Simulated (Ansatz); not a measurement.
SnSe:

```
CELL_PARAMETERS angstrom
0.00000 3.01000 3.01000
3.01000 0.00000 3.01000
3.01000 3.01000 0.00000
ATOMIC_POSITIONS crystal
Sn 0.00000 0.00000 0.00000
Se 0.50000 0.50000 0.50000
```

Measurements of this composition are mostly on another form, of space group No. 62.

Base run:

```yaml
Program: Ansatz 0.2.0
Functional: PBEsol
Potentials_or_basis: all-electron LAPW, non-relativistic
Cutoff: 189 eV (chosen from the basis error)
Basis_error_allowed: 0.001 eV/atom
k_mesh: 8 × 8 × 8
Occupations: fermi-dirac, width 0.05 eV
Spin: no spin polarisation
```

Its results: pressure -1.5 GPa.

Problem. The run is repeated on the same cell with these changes: potentials or basis from all-electron LAPW, non-relativistic to all-electron PAW datasets made for the crystal. What comes out?

Solution. Pressure -1.9 GPa.

Caveats: relativity is left out, which matters for the heavier elements (some runs).

The runs don't all hold the same shells in valence.
